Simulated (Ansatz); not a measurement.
# Blue phosphorene monolayer in a perpendicular field

What dipole does a perpendicular field induce in the blue phosphorene monolayer, and does the gap follow? A positive field points along +c.

Program: Ansatz 0.2.0. Level of theory: plane-wave DFT, PBE-D3(BJ), Ansatz PAW (set soft_1); PAW set soft_1. Results are calculated unless marked as measured.

## 1. The starting structure

The cell holds 2 atoms: 2 P. Cell: a = 3.280 Å, b = 3.280 Å, c = 33.440 Å, α = 90.0°, β = 90.0°, γ = 120.0°. Vacuum lies along c.

## 2. Relaxation

The starting cell is a guess, so the in-plane lattice and the atoms are relaxed first, with the slab cut off from its images along the normal.

File input.yaml:

```yaml
crystal:
  lattice:
    - [3.28, 0.0, 0.0]
    - [-1.64, 2.8405633244, 0.0]
    - [0.0, 0.0, 33.4399999991]
  atoms:
    - { symbol: P, position: [0.6666666667, 0.3333333333, 0.4814593302] }
    - { symbol: P, position: [0.3333333333, 0.6666666667, 0.5185406698] }
  periodic: [true, true, false]
kpoints:
  mp_grid: { grid: [12, 12, 1] }
hamiltonian:
  xc: pbe
  dispersion: d3bj
  pseudopotentials: { kind: paw, azcp: { folder: soft_1 } }
scf:
  occupations: { method: fermi_dirac, width: 0.05 }
  convergence: { dr2_threshold: 1.0e-09 }
relax:
  f_tol: 0.004
  max_steps: 90
  cell: {}
output:
  write_potential: true
  write_density: true
  volumetric_format: npy
```

Run with:

```bash
$ ansatz run input.yaml --threads 2 --pin off --max-ram 3072MiB --backend cpu --events-out ev --progress --plain --runs-dir out
```

Numbers of over 12 decimals in the logs are rounded to 6 here.

What it wrote:

```text
Warning: relax.cell: scf.convergence.dr2_threshold = 1e-9 eV is looser than the 1.58305999271e-10 eV advised for a relaxation that steers and ends on the stress (1e-10 eV for each atom of the cell: 2, times the square of relax.cell.stress_2d_tol = 0.05 N/m over 11.2 Å (the atoms' height at the walk's start and 5 Å past either face), 4.448e-2 GPa, over a crystal's default 0.05). What an SCF threshold leaves in a stress goes as its square root, and in the free energy as the threshold itself, and one threshold admits the most on a small cell: [figures from the program's tests cut] Set scf.convergence.dr2_threshold to 1.58305999271e-10 eV or tighter. [rest of the remark cut]
Engine: ansatz 0.2.0, aarch64-unknown-linux-gnu
Pseudopotentials: kind: paw
Pseudopotential: P, paw, valence charge 5, recommended cutoff 420 eV (normal), soft_1/P.paw.azcp
Functional definition: PBE
  parameter kappa = 0.804
  parameter beta = 0.066725
  exchange = pbe_x(kappa = kappa, mu = beta*pi^2/3)
  correlation = pbe_c(beta = beta)
Crystal: 2 atoms, lattice volume = 311.562 Å³
Basis set: ecut = 420 eV, 6231 PW (Γ), exchange–correlation on 48×48×450 points (8 copies of the dense FFT grid, shifted against one another)
Bands: 9, of which v1, the nominal top of the filled ones, is band 5 counted from 1 (4 counted from 0)
Symmetry: 12 space group operations
Space group: P-3m1 (ITA 164), of the structure as read, at distance tolerance 6.8e-5 Å
k-points: 19 of 144
Non-local potential: P, projectors of the file, l = 0: 2, l = 1: 2, l = 2: 1
PAW form: soft (Blöchl's): semilocal exchange-correlation on the pseudo side does not see the compensation charge
PAW one-centre angular grid: P, 110 points (default); XC on 64 Gauss nodes
Initial density: superposition of atomic densities (neutral atoms: chi_scale 0, normalization atom)
Initial wavefunctions: pseudopotential atomic-orbital guess
Functional: x = pbe(κ = 0.804, μ = 0.219515), c = pbe(β = 0.066725)
SCF iter   1: F=—  HF=-1511.843551 eV  |F-HF|=—  |Δ(HF+E_count)|=         —  Δρ=1.36e-2  dr2=4.30e-1  ethr=3.10e-3  ⟨swp⟩=14.8  Hψ=2778  notcnv=0
preconditioner: auto → none  [insulator: Δε(μ)=1.965 eV  Ē_g=10.143 eV  σ=0.050 eV  W_gap=1.00  n_scr=16 (ndim 8)  ℏωp=6.7 eV  f_vac=0.809  D(μ)=0.00/eV (n_scr^D=0)  ε∞_Penn≈1.4]
SCF iter   2: F=—  HF=-1511.753292 eV  |F-HF|=—  |Δ(HF+E_count)|=   9.03e-2  Δρ=6.30e-3  dr2=7.95e-2  ethr=3.10e-3  ⟨swp⟩=2.2  Hψ=387  notcnv=0
SCF iter   3: F=—  HF=-1511.743307 eV  |F-HF|=—  |Δ(HF+E_count)|=   9.99e-3  Δρ=6.99e-4  dr2=1.35e-3  ethr=7.95e-4  ⟨swp⟩=3.4  Hψ=351  notcnv=0
SCF iter   4: F=—  HF=-1511.742665 eV  |F-HF|=—  |Δ(HF+E_count)|=   6.42e-4  Δρ=2.41e-4  dr2=2.32e-4  ethr=1.35e-5  ⟨swp⟩=3.6  Hψ=432  notcnv=0
SCF iter   5: F=—  HF=-1511.742588 eV  |F-HF|=—  |Δ(HF+E_count)|=   7.71e-5  Δρ=5.73e-5  dr2=1.28e-5  ethr=2.32e-6  ⟨swp⟩=2.8  Hψ=290  notcnv=0
SCF iter   6: F=—  HF=-1511.742584 eV  |F-HF|=—  |Δ(HF+E_count)|=   3.97e-6  Δρ=1.09e-5  dr2=5.24e-7  ethr=1.28e-7  ⟨swp⟩=2.7  Hψ=296  notcnv=0
SCF iter   7: F=—  HF=-1511.742559 eV  |F-HF|=—  |Δ(HF+E_count)|=   2.56e-5  Δρ=1.29e-6  dr2=5.64e-9  ethr=5.24e-9  ⟨swp⟩=3.2  Hψ=330  notcnv=0
SCF iter   8: F=-1511.742559 eV  HF=-1511.742559 eV  |F-HF|=3.16e-11  |Δ(HF+E_count)|=   2.57e-9  Δρ=1.35e-7  dr2=9.24e-11  ethr=1.00e-11  ⟨swp⟩=13.8  Hψ=1365  notcnv=0
SCF 1 converged in 8 iterations: F = -1511.742559 eV  dr2 = 9.24e-11
  greatest PAW one-centre occupation: 0.816 electrons in one spin orbital (limit 2), on the P atom at site 1 (counted from 0), in its partial waves of l = 0
relax step   1: F+E_penalty+E_count = -1511.74255869 eV  Δ(F+E_penalty+E_count) = +0.000e0 eV  max|allowed force component| = 1.738e-3 eV/Å  Δτ_max = 0.0000 Å  P = -0.700 N/m  Ω = 311.562 Å³  fix = [c, alpha, beta]  reactions: c +0.000 N/m  (8 SCF iters, accepted)
Crystal: 2 atoms, lattice volume = 307.780 Å³
Basis set: ecut = 420 eV, 6147 PW (Γ), exchange–correlation on 48×48×450 points (8 copies of the dense FFT grid, shifted against one another)
Initial density: handed on by an earlier stage of this run
Initial wavefunctions: those handed on with the density
iter 1 solved again at ethr=8.64e-6 eV; its pass at ethr=3.10e-3 eV (dr2=8.64e-4 eV) is discarded
SCF iter   1: F=—  HF=-1511.745513 eV  |F-HF|=—  |Δ(HF+E_count)|=         —  Δρ=3.83e-4  dr2=1.08e-3  ethr=8.64e-6  ⟨swp⟩=3.9  Hψ=2143  notcnv=0
preconditioner: auto → none  [insulator: Δε(μ)=1.973 eV  Ē_g=10.047 eV  σ=0.050 eV  W_gap=1.00  n_scr=16 (ndim 8)  ℏωp=6.7 eV  f_vac=0.814  D(μ)=0.00/eV (n_scr^D=0)  ε∞_Penn≈1.4]
SCF iter   2: F=—  HF=-1511.745079 eV  |F-HF|=—  |Δ(HF+E_count)|=   4.33e-4  Δρ=1.03e-4  dr2=2.18e-5  ethr=8.64e-6  ⟨swp⟩=2.5  Hψ=269  notcnv=0
SCF iter   3: F=—  HF=-1511.745082 eV  |F-HF|=—  |Δ(HF+E_count)|=   2.76e-6  Δρ=4.51e-5  dr2=3.65e-6  ethr=2.18e-7  ⟨swp⟩=3.2  Hψ=333  notcnv=0
SCF iter   4: F=—  HF=-1511.745081 eV  |F-HF|=—  |Δ(HF+E_count)|=   8.43e-7  Δρ=5.86e-6  dr2=7.40e-8  ethr=3.65e-8  ⟨swp⟩=2.8  Hψ=296  notcnv=0
SCF iter   5: F=—  HF=-1511.745056 eV  |F-HF|=—  |Δ(HF+E_count)|=   2.49e-5  Δρ=7.15e-7  dr2=9.89e-10  ethr=1.00e-11  ⟨swp⟩=11.9  Hψ=1583  notcnv=0
SCF iter   6: F=-1511.745056 eV  HF=-1511.745056 eV  |F-HF|=2.50e-12  |Δ(HF+E_count)|=  4.18e-10  Δρ=7.65e-8  dr2=2.18e-11  ethr=9.89e-12  ⟨swp⟩=8.3  Hψ=1122  notcnv=0
SCF 2 converged in 6 iterations: F = -1511.745056 eV  dr2 = 2.18e-11
relax step   2: F+E_penalty+E_count = -1511.74505647 eV  Δ(F+E_penalty+E_count) = -2.498e-3 eV  max|allowed force component| = 1.457e-1 eV/Å  Δτ_max = 0.0067 Å  P = -0.268 N/m  Ω = 307.780 Å³  energy of the carried Pulay correction = +1.841e-5 eV  fix = [c, alpha, beta]  reactions: c -0.000 N/m  (6 SCF iters, accepted)
Crystal: 2 atoms, lattice volume = 304.164 Å³
Basis set: ecut = 420 eV, 6039 PW (Γ), exchange–correlation on 48×48×450 points (8 copies of the dense FFT grid, shifted against one another)
iter 1 solved again at ethr=7.99e-6 eV; its pass at ethr=3.10e-3 eV (dr2=7.99e-4 eV) is discarded
SCF iter   1: F=—  HF=-1511.743307 eV  |F-HF|=—  |Δ(HF+E_count)|=         —  Δρ=4.94e-4  dr2=7.17e-4  ethr=7.99e-6  ⟨swp⟩=4.1  Hψ=2205  notcnv=0
preconditioner: auto → none  [insulator: Δε(μ)=1.960 eV  Ē_g=10.159 eV  σ=0.050 eV  W_gap=1.00  n_scr=16 (ndim 8)  ℏωp=6.7 eV  f_vac=0.814  D(μ)=0.00/eV (n_scr^D=0)  ε∞_Penn≈1.4]
SCF iter   2: F=—  HF=-1511.743101 eV  |F-HF|=—  |Δ(HF+E_count)|=   2.07e-4  Δρ=2.02e-4  dr2=9.99e-5  ethr=7.17e-6  ⟨swp⟩=1.9  Hψ=240  notcnv=0
SCF iter   3: F=—  HF=-1511.743073 eV  |F-HF|=—  |Δ(HF+E_count)|=   2.76e-5  Δρ=2.55e-5  dr2=9.82e-7  ethr=9.99e-7  ⟨swp⟩=2.5  Hψ=280  notcnv=0
SCF iter   4: F=—  HF=-1511.743049 eV  |F-HF|=—  |Δ(HF+E_count)|=   2.38e-5  Δρ=3.60e-6  dr2=5.16e-8  ethr=9.82e-9  ⟨swp⟩=3.3  Hψ=353  notcnv=0
SCF iter   5: F=—  HF=-1511.743049 eV  |F-HF|=—  |Δ(HF+E_count)|=   6.21e-9  Δρ=9.91e-7  dr2=3.80e-9  ethr=5.16e-10  ⟨swp⟩=3.5  Hψ=345  notcnv=0
SCF iter   6: F=-1511.743049 eV  HF=-1511.743049 eV  |F-HF|=8.73e-11  |Δ(HF+E_count)|=  3.41e-10  Δρ=2.83e-7  dr2=1.08e-10  ethr=1.00e-11  ⟨swp⟩=12.3  Hψ=1226  notcnv=0
SCF 3 converged in 6 iterations: F = -1511.743049 eV  dr2 = 1.08e-10
  greatest PAW one-centre occupation: 0.815 electrons in one spin orbital (limit 2), on the P atom at site 1 (counted from 0), in its partial waves of l = 0
relax step   3: F+E_penalty+E_count = -1511.74304908 eV  Δ(F+E_penalty+E_count) = +2.007e-3 eV  max|allowed force component| = 2.673e-1 eV/Å  Δτ_max = 0.0102 Å  P = +0.527 N/m  Ω = 304.164 Å³  energy of the carried Pulay correction = +3.623e-5 eV  fix = [c, alpha, beta]  (6 SCF iters, rejected (line search))
[...]
relax step   4: F+E_penalty+E_count = -1511.74591637 eV  Δ(F+E_penalty+E_count) = -8.599e-4 eV  max|allowed force component| = 2.644e-3 eV/Å  Δτ_max = 0.0036 Å  P = -0.008 N/m  Ω = 306.580 Å³  energy of the carried Pulay correction = +2.430e-5 eV  fix = [c, alpha, beta]  reactions: c -0.000 N/m  (5 SCF iters, accepted)
Initial wavefunctions: pseudopotential atomic-orbital guess (no wavefunctions were taken with the density)
iter 1 solved again at ethr=1.37e-6 eV; its pass at ethr=3.10e-3 eV (dr2=1.37e-4 eV) is discarded
SCF iter   1: F=—  HF=-1511.745921 eV  |F-HF|=—  |Δ(HF+E_count)|=         —  Δρ=1.99e-6  dr2=8.88e-9  ethr=1.37e-6  ⟨swp⟩=5.0  Hψ=3553  notcnv=0
eigensolver tolerance schedule: the retry pair's looser diagonalisation over-reported the residual by 15461.29 of it (diagonalisation noise at an unbounded share of the residual, at the tolerance the schedule requests for it); recorded, not acted on — ethr = c·dr2/N_el stays at c = 1.0e-1
preconditioner: auto → none  [insulator: Δε(μ)=1.980 eV  Ē_g=10.078 eV  σ=0.050 eV  W_gap=1.00  n_scr=16 (ndim 8)  ℏωp=6.7 eV  f_vac=0.814  D(μ)=0.00/eV (n_scr^D=0)  ε∞_Penn≈1.4]
SCF iter   2: F=—  HF=-1511.745896 eV  |F-HF|=—  |Δ(HF+E_count)|=   2.54e-5  Δρ=1.21e-6  dr2=4.16e-9  ethr=8.88e-11  ⟨swp⟩=6.3  Hψ=607  notcnv=0
SCF iter   3: F=-1511.745896 eV  HF=-1511.745896 eV  |F-HF|=9.58e-10  |Δ(HF+E_count)|=  4.72e-10  Δρ=8.37e-7  dr2=9.57e-10  ethr=1.00e-11  ⟨swp⟩=16.8  Hψ=1858  notcnv=0
SCF 5 converged in 3 iterations: F = -1511.745896 eV  dr2 = 9.57e-10
relax step   5: F+E_penalty+E_count = -1511.74589591 eV  Δ(F+E_penalty+E_count) = +2.045e-5 eV  max|allowed force component| = 2.609e-3 eV/Å  Δτ_max = 0.0000 Å  P = -0.009 N/m  Ω = 306.580 Å³  fix = [c, alpha, beta]  reactions: c -0.000 N/m  stress off target by 8.93e-3 N/m on what of the cell is left free  SCF on the basis re-selected at this cell (its energy is not comparable with the rows above)  (3 SCF iters)
basis re-selected at this cell: Δ(F+E_penalty+E_count) = +2.045e-5 eV, ΔP = -0.001 N/m vs the last step (what re-selecting the basis moved, of the pressure what is left beyond the Pulay correction that the steps carried, after the strain that the cell walked since its last selection, with what the two solves' SCF thresholds leave and, on support functions, any second-order correction that the steps lacked; it is no m [...]
SCF converged after 3 iterations
Free energy (F): -1511.745896 eV
Harris-Foulkes:  -1511.745896 eV  (|F-HF|=9.58e-10)
Internal energy: -1511.745896 eV  (E = F + TS)
E sigma→0 (E₀):  -1511.745896 eV
Fermi energy:    -5.183175 eV
--- Per-component energies (eV) ---
  E_band       = -113.846461
  E_kinetic    = 135.711044
  E_local      = -7390.155078  (includes V_loc(G=0)·N_el)
  E_nonlocal   = 65.362502
  E_hartree    = 3605.615570
  E_xc         = -144.729476
  E_vxc        = -120.566167  (∫ρ·V_xc dr)
  E_paw        = -1116.336529  (= ΣΔE_a)
  E_vpaw       = -15.429211  (= ΣTr[D̂ρ^β])
  E_aug_tail   = -0.000001  (compensation charges beyond the density's cutoff)
  E_ewald      = 3333.213576
  E_disp       = -0.427504  (pairwise vdW)
  E_smearing   = -0.000000  (= −TS)
  E_closure    = -0.000000  (closes the sum)
  Σ components = -1511.745896   (vs F -1511.745896, Δ=0.00e0)
--- Forces (eV/Å), atoms counted from 1 ---
  atom   1  P      0.00000000    -0.00000000     0.00260921
  atom   2  P      0.00000000     0.00000000    -0.00260921
  max |Σ_I F_I| component: 3.70e-17 eV/Å
--- 2D stress c σ (N/m, compression-positive) ---
       -0.008932       0.000000      -0.000000
       -0.000000      -0.008932       0.000000
       -0.000000       0.000000      -0.000000
  P = ½ c Tr σ = -0.0089 N/m
--- Band table (eV; the first three rows and the last of 19) ---
  k-point 0: bands = ["-20.3955", "-12.6354", "-6.6413", "-6.1970", "-6.1970", "-2.1721", "-2.1684", "-2.1684", "-0.8362"]
  k-point 1: bands = ["-20.2815", "-12.5555", "-7.0978", "-6.5721", "-6.4538", "-2.4776", "-1.8427 (-1.8427°)", "-1.3288", "-0.6832"]
  k-point 2: bands = ["-19.9416", "-12.3578", "-8.7279", "-7.0055", "-6.3938", "-3.1674", "-1.1942 (-1.1942°)", "-0.4613", "-0.2415"]
  k-point 18: bands = ["-15.8166", "-15.8166", "-11.5748", "-7.9025", "-7.9025", "-4.0386", "-0.6157", "-0.6157", "2.1640"]
  ° read free of the cell's end (the report's vacuum.weakly_bound_levels)
--- Relaxed structure (4 steps of the walk, 3 accepted, 1 SCFs on fresh bases) ---
  F+E_penalty+E_count = -1511.74589591 eV   max|allowed force component| = 2.609e-3 eV/Å   (the final SCF, on the basis selected at the relaxed cell)
  cell:  # Å, volume = 306.5799 Å³
    - [3.253669, 0, 0]
    - [-1.626835, 2.817760, 0]
    - [0, 0, 33.4399999991]
  atoms:
    - { symbol: P, position: [0.666667, 0.333333, 0.481369] }
    - { symbol: P, position: [0.333333, 0.666667, 0.518631] }
```

The job ended after 6.9 s (2 threads of Arm Neoverse V2, shared host; peak memory 0.46 GiB).

The steps of the relaxation:

```tsv
step	energy less that of the first step (eV)	largest force component (eV/Å)	volume (Å³)
1	0.0000	0.0017	311.56
2	-0.0025	0.1457	307.78
3	-0.0005	0.2673	304.16
4	-0.0034	0.0026	306.58
5*	-0.0033	0.0026	306.58
```

Relaxation steps marked * repeat the geometry before them on a plane-wave basis chosen anew for their cell, so energy and pressure can jump there. Relaxation step 3 was tried and not accepted.

The run keeps the 12 symmetry operations that it works with, so distortions that break them were not tested.

```tsv
cell as run	before	after	change
a (Å)	3.280	3.254	-0.8 %
b (Å)	3.280	3.254	-0.8 %
```

Final coordinates:

```
P
1.0
     3.25367    0.00000    0.00000
    -1.62683    2.81776    0.00000
     0.00000    0.00000   33.44000
P
2
Direct
  0.66667 0.33333 0.48137
  0.33333 0.66667 0.51863
```

This step gave:

```yaml
gap_on_the_k_mesh: 1.980 eV
```

The lattice constant a goes from 3.280 to 3.254 Å.

(Part 1 of 2 ends here.)

[Logs are printed without paths, hosts, clocks, repeated set-up lines and the standing remarks that a program may print on its own settings, such as how far it seeks lower states.]

[Hosts, paths, dates, database ids (printed as entryN), source tags and the programs' standing remarks are cut or masked in the printed files.]

[Maps of the electrostatic potential energy from Ansatz leave out the sawtooth potential of an applied field or a dipole correction, so their vacuum need not be flat; planar profiles and work functions include it.]
